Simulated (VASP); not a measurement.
Runs of VASP 6.6.1 on GaN. It takes space group P6_3mc (No. 186, hexagonal). The conventional cell has a = 3.180 Å, b = 3.180 Å, c = 5.166 Å, α = 90.00°, β = 90.00°, γ = 120.00°. Ga (site symmetry 3m) has 4 N at 1.94 to 1.95 Å as nearest neighbours. N (site symmetry 3m) is surrounded by 4 Ga at 1.94 to 1.95 Å. 

```csv
task,cell,gap on the mesh (eV),pressure (GPa),largest force (eV/Å)
relaxation of cell and atoms,relaxed,2.11,0.0,0.01
relaxation of shape and atoms at fixed volume,atoms relaxed at fixed volume from: a relaxed cell with its volume scaled by 0.98,2.25,4.2,-
relaxation of shape and atoms at fixed volume,atoms relaxed at fixed volume from: a relaxed cell with its volume scaled by 0.96,(a),9.0,0.01
relaxation of shape and atoms at fixed volume,atoms relaxed at fixed volume from: a relaxed cell with its volume scaled by 1.02,1.98,-3.9,0.01
relaxation of shape and atoms at fixed volume,atoms relaxed at fixed volume,2.11,0.0,-
```

Alike in all rows: level LDA; potentials or basis VASP PAW LDA potentials, release 64 (Ga_d, N); no spin polarisation; k mesh 12 × 12 × 5; cutoff (eV) 600; smearing gaussian 0.03 eV.

Task: Fill in the values left out.

Result: (a) 2.39.

Caveats: the relaxation stopped at its first step, so nothing moved (some runs).

A k mesh can miss the band edges, and the runs leave out spin-orbit coupling on Ga.

Runs at the PBE level aren't shown here.
